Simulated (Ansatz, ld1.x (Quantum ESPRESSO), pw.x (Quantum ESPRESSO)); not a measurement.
Ti: one change to the TM potential, in the atom and in the bcc crystal

```
Element                 : titanium
Generator               : ld1.x (Quantum ESPRESSO) 7.5
Type                    : norm-conserving Troullier–Martins (Kleinman–Bylander form)
Functional              : PBE
Relativity              : scalar-relativistic
Frozen core             : [Ar]
Valence charge          : 4
Reference configuration : 3d2 4s2 4p0
Partial waves           : 4s (bound): rc 2.40 bohr; 4p (bound, empty): rc 3.55 bohr; 3d (bound): rc 2.00 bohr
Local potential         : all-electron potential smoothed inside 2.40 bohr (lloc = -1)
Core correction         : a·sin(br)/r model core inside 1.00 bohr
```

Change: all radii but the core radius scaled by about 0.75 (s 1.80, p 2.68, d 1.50 bohr); local potential all-electron potential smoothed inside 1.80 bohr (lloc = -1).

Cutoffs, loose and tight: the cutoffs (Ry, on a coarse ladder) from which the occupation-weighted sum of valence levels, in a spherical-Bessel basis at the reference potential, stays within 10 and 1 mRy of its value at 400 Ry. They do not see the model core or the augmentation charge, which bear on the density cutoff. Test errors are all-electron minus pseudo excitation energies from the reference, over the configurations 3d2 4s1 4p0; 3d2 4s0 4p0; 3d1 4s0 4p0; 3d3 4s1 4p0; 3d2 4s0 4p2; 3d3 4s0 4p0; 3d2 4s0 4p1; variants that change the core or the reference have their own tests.

Crystal test: bcc Ti in pw.x 7.5, no spin, 14³ k-points, Fermi–Dirac smearing 0.01 Ry, cutoffs set for each file from its atomic test. The reference is all-electron LAPW (Ansatz 0.2.0) with the same functional, mesh and smearing; V0 and B0 come from Birch–Murnaghan fits to the pressures at five volumes. Errors are pseudo minus all-electron; Δ is the rms difference of the E(V) curves that follow from these fits, minima aligned, over ±6 % about the mean V0. Mesh and smearing are coarse, so the numbers serve the comparison and aren't converged zero-temperature values; the lattice is a test structure that the element need not adopt.

All-electron: a0 = 3.264 Å (V0 = 17.38 Å³/atom), B0 = 104.1 GPa.

Does the change bring the crystal closer to the all-electron result?

The mean pressure error goes from -0.93 to +20.54 GPa, so the change moves the solid further from the all-electron pressures. At 80 % of its cutoff the pressure of the base moves by -0.94 GPa.

| quantity | base | changed |
| --- | --- | --- |
| outcome (atom) | generated | generated |
| cutoff, loose (atom) | 50 Ry | 80 Ry |
| cutoff, tight (atom) | 60 Ry | 100 Ry |
| bound ghosts (atom) | none | s |
| largest test error (meV) (atom) | -241 over the solved tests; 1 of 7 tests not solved or not reliable | -148 over the solved tests; 1 of 7 tests not solved or not reliable |
| cutoffs in pw.x (Ry) | 75/300 | 120/480 |
| a0 (Å) | 3.254 | – |
| a0 error (%) | -0.30 | – |
| B0 error (%) | +2.2 | – |
| Δ (meV/atom) | 3.5 | – |
| mean pressure error (GPa) | -0.93 | +20.54 |

A dash: not determined, or the minimum lies outside the volumes sampled.

Base: The largest radius (3.55 bohr) exceeds half the bond length (2.67 bohr), so the spheres overlap, which is one possible source of error among others. Atomic configuration tests: 1 of 7 tests not solved or not reliable. The logarithmic derivative shows an extra or strongly shifted pseudo pole above the reference energy (s near 0.78 Ry). Changed file: This is a poor potential for the solid. Note: ghost state, extra bound levels that the all-electron valence spectrum of the same l lacks: s at -15.4 eV. A true bound ghost makes a file unfit for plane-wave use. Atomic configuration tests: 1 of 7 tests not solved or not reliable. The atomic cutoffs weigh occupied waves only.
